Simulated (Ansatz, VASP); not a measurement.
Two plane-wave programs on Na

```xyz
1
Lattice="0.0000 2.6498 2.6498 2.6498 0.0000 2.6498 2.6498 2.6498 0.0000" Properties=species:S:1:pos:R:3 pbc="T T T"
Na    0.0000    0.0000    0.0000
```

Alike in both runs: task single point; functional PBE; k mesh 6 × 6 × 6; occupations gaussian, width 0.05 eV; no spin polarisation.

|  | VASP | Ansatz |
| --- | --- | --- |
| version | VASP 6.6.1 | Ansatz 0.2.0 |
| potentials or method | VASP PAW PBE potentials, release 64 (Na_pv) | scalar-relativistic, plane waves, PAW |
| plane-wave cutoff (eV) | 520 | 420 |
| valence electrons in the cell | 7 | 9 |

```csv
,VASP,Ansatz,Ansatz less VASP
gap on the k mesh at the Fermi level (eV),none,none,-
pressure (GPa),0.0,0.0,+0.01
```

A gap of «none» marks a metal or a gap that the smearing closes. With one functional, cell and mesh, what is left measures potentials, basis and numerics. The two sets of potentials don't hold the same shells in valence.
